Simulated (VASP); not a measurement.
# CsI (Pm-3m) in VASP: further runs

One crystal, CsI, is run at these levels: PBE; tasks: single point.

Everything below comes from runs of VASP 6.6.1. Logs are shortened: lines on timing, memory, paths and dates and some standing lists are left out, and cuts for length are marked.

## (1) Starting point

Symmetry: Pm-3m, No. 221, cubic system. Conventional cell: a = 4.608 Å, b = 4.608 Å, c = 4.608 Å, α = 90.00°, β = 90.00°, γ = 90.00°. Around Cs (site symmetry m-3m) lie 8 I at 3.99 Å. I (site symmetry m-3m) has 8 Cs at 3.99 Å as nearest neighbours.

The cell was built by a generator and needn't be a form met in nature.

## (2) Single point, PBE

File INCAR:

```
  PREC = Accurate
  ENCUT = 520
  EDIFF = 1E-6
  ISMEAR = 0
  SIGMA = 0.01
  LREAL = F
  LASPH = T
  NELM = 100
  ALGO = Normal
  ISIF = 2
  LWAVE = F
  LCHARG = F
  GGA = PE
  NBANDS = 15
```

File KPOINTS:

```
Automatic mesh
0
Gamma
  4 4 4
```

File POSCAR:

```
CsI
1.0
    4.6081404514      0.0000000000      0.0000000000
    0.0000000000      4.6081404514      0.0000000000
    0.0000000000      0.0000000000      4.6081404514
Cs I
1 1
Direct
    0.0000000000      0.0000000000      0.0000000000
    0.5000000000      0.5000000000      0.5000000000
```

Potentials or basis: VASP PAW PBE potentials, release 64 (Cs_sv, I).

Command:

```
cat potpaw_PBE.64/Cs_sv/POTCAR potpaw_PBE.64/I/POTCAR > POTCAR
mpirun -np 1 vasp_std > vasp.out
```

OUTCAR:

```text
PREC = Accurate
   ENCUT = 520
   EDIFF = 1E-6
   ISMEAR = 0
   LREAL = F
   LASPH = T
   NELM = 100
   ISIF = 2
   GGA = PE

 ion  position               nearest neighbor table
   1  0.000  0.000  0.000-
   2  0.500  0.500  0.500-

  LATTYP: Found a simple cubic cell.
 ALAT       =     4.6081404514

  Lattice vectors:

 A1 = (   4.6081404514,   0.0000000000,   0.0000000000)
 A2 = (   0.0000000000,   4.6081404514,   0.0000000000)
 A3 = (   0.0000000000,   0.0000000000,   4.6081404514)

Analysis of symmetry for initial positions (statically):
=====================================================================
 Subroutine PRICEL returns:
 Original cell was already a primitive cell.

 Routine SETGRP: Setting up the symmetry group for a
 simple cubic supercell.

 Subroutine GETGRP returns: Found 48 space group operations
 (whereof 48 operations were pure point group operations)
 out of a pool of 48 trial point group operations.

The static configuration has the point symmetry O_h .

Analysis of symmetry for dynamics (positions and initial velocities):
=====================================================================
 Subroutine PRICEL returns:
 Original cell was already a primitive cell.

 Routine SETGRP: Setting up the symmetry group for a
 simple cubic supercell.

 Subroutine GETGRP returns: Found 48 space group operations
 (whereof 48 operations were pure point group operations)
 out of a pool of 48 trial point group operations.

The dynamic configuration has the point symmetry O_h .

 Subroutine INISYM returns: Found 48 space group operations
 (whereof 48 operations are pure point group operations),
 and found     1 'primitive' translations

----------------------------------------------------------------------------------------

                                     Primitive cell

  volume of cell :      97.8537

  direct lattice vectors                    reciprocal lattice vectors
     4.608140451  0.000000000  0.000000000     0.217007275  0.000000000  0.000000000
     0.000000000  4.608140451  0.000000000     0.000000000  0.217007275  0.000000000
     0.000000000  0.000000000  4.608140451     0.000000000  0.000000000  0.217007275

  length of vectors
     4.608140451  4.608140451  4.608140451     0.217007275  0.217007275  0.217007275

  position of ions in fractional coordinates (direct lattice)
     0.000000000  0.000000000  0.000000000
     0.500000000  0.500000000  0.500000000

  ion indices of the primitive-cell ions
   primitive index   ion index
                 1           1
                 2           2

----------------------------------------------------------------------------------------

 KPOINTS: Automatic mesh

Automatic generation of k-mesh.
 Grid dimensions read from file:
 generate k-points for:    4    4    4

 Generating k-lattice:

  Cartesian coordinates                     Fractional coordinates (reciprocal lattice)
     0.054251819  0.000000000  0.000000000     0.250000000  0.000000000  0.000000000
     0.000000000  0.054251819  0.000000000     0.000000000  0.250000000  0.000000000
     0.000000000  0.000000000  0.054251819     0.000000000  0.000000000  0.250000000

  Length of vectors
     0.054251819  0.054251819  0.054251819

  Shift w.r.t. Gamma in fractional coordinates (k-lattice)
     0.000000000  0.000000000  0.000000000

 Subroutine IBZKPT returns following result:
 ===========================================

 Found     10 irreducible k-points:

 Following reciprocal coordinates:
            Coordinates               Weight
  0.000000  0.000000  0.000000      1.000000
  0.250000  0.000000  0.000000      6.000000
  0.500000  0.000000  0.000000      3.000000
  0.250000  0.250000  0.000000     12.000000
  0.500000  0.250000  0.000000     12.000000
  0.500000  0.500000  0.000000      3.000000
  0.250000  0.250000  0.250000      8.000000
  0.500000  0.250000  0.250000     12.000000
  0.500000  0.500000  0.250000      6.000000
  0.500000  0.500000  0.500000      1.000000
   k-points           NKPTS =     10   k-points in BZ     NKDIM =     10   number of bands    NBANDS=     15
   number of dos      NEDOS =    301   number of ions     NIONS =      2
   total plane-waves  NPLWV =  46656
   dimension x,y,z NGX =    36 NGY =   36 NGZ =   36
   dimension x,y,z NGXF=    72 NGYF=   72 NGZF=   72
   ions per type =               1   1
   NGX,Y,Z   is equivalent  to a cutoff of  12.99, 12.99, 12.99 a.u.
   NGXF,Y,Z  is equivalent  to a cutoff of  25.98, 25.98, 25.98 a.u.
 SYSTEM =  unknown system
   PREC   = accura    normal or accurate (medium, high low for compatibility)
   ISTART =      0    job   : 0-new  1-cont  2-samecut
   ICHARG =      2    charge: 1-file 2-atom 10-const
   ISPIN  =      1    spin polarized calculation?
   LNONCOLLINEAR =      F non collinear calculations
   LSORBIT =      F    spin-orbit coupling
   LASPH  =      T    aspherical Exc in radial PAW
   ENCUT  =  520.0 eV  38.22 Ry    6.18 a.u.   8.57  8.57  8.57*2*pi/ulx,y,z
   NELM   =    100;   NELMIN=  2; NELMDL= -5     # of ELM steps
   EDIFF  = 0.1E-05   stopping-criterion for ELM
   LREAL  =      F    real-space projection
   EDIFFG = 0.1E-04   stopping-criterion for IOM
   NSW    =      0    number of steps for IOM
   IBRION =     -1    ionic relax: 0-MD 1-quasi-New 2-CG
   NFREE  =      0    steps in history (QN), initial steepest desc. (CG)
   ISIF   =      2    stress and relaxation
   ISYM   =      2    0-nonsym 1-usesym 2-fastsym
   POTIM  = 0.5000    time-step for ionic-motion
   TEBEG  =    0.0;   TEEND  =   0.0 temperature during run
   PSTRESS=    0.0 pullay stress
   NELECT =      16.0000    total number of electrons
   NUPDOWN=      -1.0000    fix difference up-down
   EMIN   =  10.00;   EMAX   =-10.00  energy-range for DOS
   EFERMI =   0.00;   METHOD = LEGACY
   ISMEAR =     0;   SIGMA  =   0.01  broadening in eV -4-tet -1-fermi 0-gaus
   EFERMI_NEDOS =   21; number of points for ismear=-14 and -15
   IALGO  =     38    algorithm
   IMIX   =      4    mixing-type and parameters
     AMIX     =   0.40;   BMIX     =  1.00
     AMIX_MAG =   1.60;   BMIX_MAG =  1.00
  volume/ion in A,a.u.               =      48.93       330.17
  Fermi-wavevector in a.u.,A,eV,Ry     =   0.895205  1.691692 10.903598  0.801392
  Thomas-Fermi vector in A             =   2.017507
   LORBIT       =      0    0 simple, 1 ext, 2 COOP (PROOUT), +10 PAW based schemes
   GGA     = PE    functional components
   LHFCALC =     F    Hartree Fock is set to
   AEXX    =    0.0000 exact exchange contribution
   IVDW    =     0    specifies the selected vdW correction
   LEPSILON=     F    determine dielectric tensor
   LRPA    =     F    only Hartree local field effects (RPA)
 non-spin polarized calculation
 Gauss-broadening in eV      SIGMA  =   0.01
  energy-cutoff  :      520.00
  volume of cell :       97.85
 maximum number of plane-waves:      2666
 NGX is ok and might be reduce to    36
   NGX = 17   NGY = 17   NGZ = 17

 number of electron      16.0000002 magnetization

 Free energy of the ion-electron system (eV)
  ---------------------------------------------------
  ext. energy  EPLUGINS =         0.00000000
  ---------------------------------------------------
  free energy    TOTEN  =        -5.43502774 eV

  energy without entropy =       -5.43502774  energy(sigma->0) =       -5.43502774

 E-fermi :   0.7619     XC(G=0):  -7.6523

 val. band max:        0.6574791264   @ k =   0.5000   0.5000   0.0000
 cond. band min:       4.4449264710   @ k =   0.0000   0.0000   0.0000
 fundamental gap:      3.7874473446
 Fermi energy:         0.7618884843

 k-point     1 :       0.0000    0.0000    0.0000
  band No.  band energies     occupation
      1     -19.7719      2.00000
      2      -9.9583      2.00000
      3      -6.4757      2.00000
      4      -6.4757      2.00000
      5      -6.4757      2.00000
      6       0.5648      2.00000
      7       0.5648      2.00000
      8       0.5648      2.00000
      9       4.4449      0.00000
     10       4.8754      0.00000
     11       4.8754      0.00000
     12       8.3567      0.00000
     13       8.3567      0.00000
     14       8.3567      0.00000
     15      10.7635      0.00000

 k-point     2 :       0.2500    0.0000    0.0000
  band No.  band energies     occupation
      1     -19.7611      2.00000
      2      -9.9611      2.00000
      3      -6.5487      2.00000
      4      -6.4475      2.00000
      5      -6.4475      2.00000
      6      -0.2464      2.00000
      7       0.4979      2.00000
      8       0.4979      2.00000
      9       5.2324      0.00000
     10       5.5522      0.00000
     11       6.0620      0.00000
     12       8.2585      0.00000
     13       8.2585      0.00000
     14       8.6155      0.00000
     15       8.8719      0.00000

 k-point     3 :       0.5000    0.0000    0.0000
  band No.  band energies     occupation
      1     -19.7502      2.00000
      2      -9.9667      2.00000
      3      -6.6079      2.00000
      4      -6.4188      2.00000
      5      -6.4188      2.00000
      6      -0.8397      2.00000
      7       0.4281      2.00000
      8       0.4281      2.00000
      9       5.8613      0.00000
     10       7.0286      0.00000
     11       7.2634      0.00000
     12       7.4875      0.00000
     13       8.4687      0.00000
     14       8.4687      0.00000
     15       8.9766      0.00000
[... 91 lines left out ...]
 k-point     9 :       0.5000    0.5000    0.2500
  band No.  band energies     occupation
      1     -19.7211      2.00000
      2      -9.7526      2.00000
      3      -6.7595      2.00000
      4      -6.7595      2.00000
      5      -6.5508      2.00000
      6      -0.3878      2.00000
      7      -0.3878      2.00000
      8      -0.0508      2.00000
      9       5.9760      0.00000
     10       6.9675      0.00000
     11       7.0422      0.00000
     12       7.0422      0.00000
     13       9.5059      0.00000
     14       9.5059      0.00000
     15      10.2501      0.00000

 k-point    10 :       0.5000    0.5000    0.5000
  band No.  band energies     occupation
      1     -19.7117      2.00000
      2      -9.7037      2.00000
      3      -6.7088      2.00000
      4      -6.7088      2.00000
      5      -6.7088      2.00000
      6      -0.5862      2.00000
      7      -0.5862      2.00000
      8      -0.5862      2.00000
      9       7.7446      0.00000
     10       7.7446      0.00000
     11       7.7446      0.00000
     12       8.3903      0.00000
     13       8.3903      0.00000
     14       8.3903      0.00000
     15      10.3070      0.00000

------------------------ aborting loop because EDIFF is reached ----------------------------------------

  FORCE on cell =-STRESS in cart. coord.  units (eV):
  Direction    XX          YY          ZZ          XY          YZ          ZX
  --------------------------------------------------------------------------------------
  -------------------------------------------------------------------------------------
  Total        0.2776970      0.2776970      0.2776970      0.0000000      0.0000000      0.0000000
  in kB        4.5467874      4.5467874      4.5467874      0.0000000      0.0000000      0.0000000
  external PRESSURE =       4.5467874 kB  Pullay stress =       0.0000000 kB

 VOLUME and BASIS-vectors are now :
 -----------------------------------------------------------------------------
  energy-cutoff  :      520.00
  volume of cell :       97.85
      direct lattice vectors                 reciprocal lattice vectors
     4.608140451  0.000000000  0.000000000     0.217007275  0.000000000  0.000000000
     0.000000000  4.608140451  0.000000000     0.000000000  0.217007275  0.000000000
     0.000000000  0.000000000  4.608140451     0.000000000  0.000000000  0.217007275

 POSITION                                       TOTAL-FORCE (eV/Angst)
 -----------------------------------------------------------------------------------
      0.00000      0.00000      0.00000         0.000000      0.000000      0.000000
      2.30407      2.30407      2.30407         0.000000      0.000000      0.000000
 -----------------------------------------------------------------------------------
    total drift:                               -0.000000      0.000000      0.000000

  FREE ENERGIE OF THE ION-ELECTRON SYSTEM (eV)
  ---------------------------------------------------
  free  energy   TOTEN  =        -5.4350277442 eV

  energy  without entropy=       -5.4350277442  energy(sigma->0) =       -5.43502774
```

Wall time 6.2 s (1 thread of Intel Xeon 6975P-C (Granite Rapids), shared host); peak memory 0.2 GiB.

Results:

```yaml
Free_energy: -5.4350 eV
Pressure: 0.5 GPa
Band_gap_on_the_k_mesh: 3.79 eV, indirect (least direct gap 3.88 eV)
```

Caveat: spin-orbit coupling is left out, which moves the levels of the heavy elements.

## (3) Single point, PBE, non-collinear spin, zero start, spin-orbit coupling

File INCAR:

```
SYSTEM = CsI
PREC = Accurate ; ENCUT = 520
EDIFF = 1E-7 ; ISMEAR = 0
SIGMA = 0.01 ; LREAL = .FALSE.
LASPH = .TRUE. ; NELM = 150
ALGO = Normal ; ISIF = 2
LWAVE = .FALSE. ; LCHARG = .TRUE.
MAGMOM = 0 0 0 0 0 0 ; LORBIT = 11
LSORBIT = .TRUE. ; GGA_COMPAT = .FALSE.
LORBMOM = .TRUE. ; GGA = PE
LVHAR = .TRUE. ; NBANDS = 28
```

File KPOINTS:

```
Automatic mesh
0
G
  4 4 4
  0 0 0
```

POSCAR is that of step 2.

Potentials or basis: VASP PAW PBE potentials, release 64 (Cs_sv, I).

Command:

```
cat potpaw_PBE.64/Cs_sv/POTCAR potpaw_PBE.64/I/POTCAR > POTCAR
mpirun -np 1 vasp_ncl > vasp.out
```

Wall time 34 s (1 thread of Intel Xeon 6975P-C (Granite Rapids), shared host); peak memory 0.39 GiB.

It converged, with:

* Free energy: -5.7229 eV
* Pressure: 0.5 GPa
* Net moment: 0.00 μB per cell
* Valence electrons inside the program's atomic spheres: Cs 6.57; I 4.33

Moments on the atoms (μB; x, y, z):
```
Cs  0.00 0.00 0.00
I   0.00 0.00 0.00
```
